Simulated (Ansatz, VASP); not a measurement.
Two plane-wave programs on ZrC

File INCAR:

```
  PREC = Accurate
  ENCUT = 520
  EDIFF = 1E-6
  ISMEAR = 0
  SIGMA = 0.15
  LREAL = F
  LASPH = T
  NELM = 60
  ALGO = Normal
  ISIF = 2
  LWAVE = F
  LCHARG = F
  GGA = PE
  NBANDS = 15
```

KPOINTS

```
regular mesh
0
Gamma
  18 18 18
```

The input POSCAR:

```
ZrC
1.0
    0.0000000000      2.5382268000      2.4442184000
    2.5382268000      0.0000000000      2.4442184000
    2.5382268000      2.5382268000      0.0000000000
Zr C
1 1
Direct
    0.5000000000      0.5000000000      0.5000000000
    0.0000000000      0.0000000000      0.0000000000
```

Input for Ansatz:

```yaml
crystal:
  lattice:
    - [0.0, 2.5382268, 2.4442184]
    - [2.5382268, 0.0, 2.4442184]
    - [2.5382268, 2.5382268, 0.0]
  atoms:
    - { symbol: Zr, position: [0.5, 0.5, 0.5] }
    - { symbol: C, position: [0.0, 0.0, 0.0] }
basis:
  ecutwfc: 420
kpoints:
  mp_grid: { grid: [18, 18, 18] }
hamiltonian:
  xc: pbe
scf:
  occupations: { method: gaussian, width: 0.15 }
output:
  forces: true
  stress: true
  eigenvalues: true
```

Change from the starting cell: strain +0.080 along x and y, +0.040 along z, atoms carried along.

Alike in both runs: task single point; functional PBE; k mesh 18 × 18 × 18; occupations gaussian, width 0.15 eV; no spin polarisation.

```csv
,VASP,Ansatz
version,VASP 6.6.1,Ansatz 0.2.0
potentials or method,"VASP PAW PBE potentials, release 64 (Zr_sv, C)","scalar-relativistic, plane waves, PAW"
plane-wave cutoff (eV),520,420
valence electrons in the cell,16,16
```

VASP gave:

| Item | Value |
| --- | --- |
| gap on the k mesh at the Fermi level (eV) | none |
| pressure (GPa) | -27.8 |
| largest component of the traceless stress (GPa) | 3.32 |

Estimate Ansatz's values.

gap on the k mesh at the Fermi level (eV): none; pressure (GPa): -28.0; largest component of the traceless stress (GPa): 3.27.

A gap of «none» marks a metal or a gap that the smearing closes.

Caveats: so large a pressure means that the cell lies far from this level's equilibrium, or that cutoff or potentials fall short (VASP).
